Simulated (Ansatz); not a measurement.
An Al vacancy and a N vacancy, 4.77 Å apart on the ideal sites in zincblende AlN, 62 atoms, charge 0

All numbers come from Ansatz (PAW, plane waves, no spin–orbit coupling) at the single k point (¼, ¼, ¼) without its symmetry partners. The atoms were relaxed with PBEsol in a fixed cell; other functionals are single points on those atoms unless said otherwise. The valence top and gap of the host come from its small cell on a dense mesh, with the band extrema sought between the mesh points, lined up by the mean potential, PBEsol gap 3.19 eV, r²SCAN gap 3.94 eV.

Cell: a = 8.755 Å, b = 8.755 Å, c = 8.755 Å, α = 90.00°, β = 90.00°, γ = 90.00°.

Nearest atoms after relaxation, from the placed atom (for vacancies from the middle of the vacant sites): N at 0.87 Å, Al at 0.88 Å, Al at 2.39 Å, Al at 2.40 Å, N at 2.41 Å, N at 2.42 Å, Al at 3.22 Å, Al at 3.23 Å.

Chemical potentials μ are those of reference phases of the elements at zero temperature by the same functional (the usual solids, diamond for C, grey Sn, and the molecules H2, N2, O2, F2, Cl2, Br2 and S8).

| functional | E(defect) − E(host) − Σ nμ + q·E_VBM (eV) | monopole (eV) | alignment (eV) | formation energy at E_F = VBM (eV) | moment (μB) | wall time, shared host |
| --- | --- | --- | --- | --- | --- | --- |
| PBEsol | 12.41 | 0.00 | 0.00 | 12.41 | 0 (no spin) | 51 s on 7 threads of Neoverse-V2 (relaxation) |
| r²SCAN | 13.15 | 0.00 | 0.00 | 13.15 | 0 (no spin) | 20 s on 7 threads of Neoverse-V2 |

r²SCAN one-electron levels near the gap (the ten most localised at most), from the host's valence top:

| level (eV) | spin | filling | atoms sharing it | element of the atom with most weight |
| --- | --- | --- | --- | --- |
| -0.23 | both | 2.00 | 25.0 | spread |
| -0.14 | both | 2.00 | 31.4 | spread |
| -0.13 | both | 2.00 | 13.2 | N |
| -0.02 | both | 2.00 | 14.7 | N |
| -0.02 | both | 2.00 | 15.7 | N |
| 0.11 | both | 2.00 | 10.3 | N |
| 0.92 | both | 2.00 | 7.8 | N |
| 1.26 | both | 2.00 | 5.7 | N |
| 1.53 | both | 2.00 | 3.8 | N |
| 2.25 | both | 0.00 | 10.6 | Al |

All elements are taken at their own reference at once; growth conditions in equilibrium with the host shift these energies, by up to the host's formation enthalpy.

One k point and a cell of this size can leave errors of several tenths of an eV in such numbers.
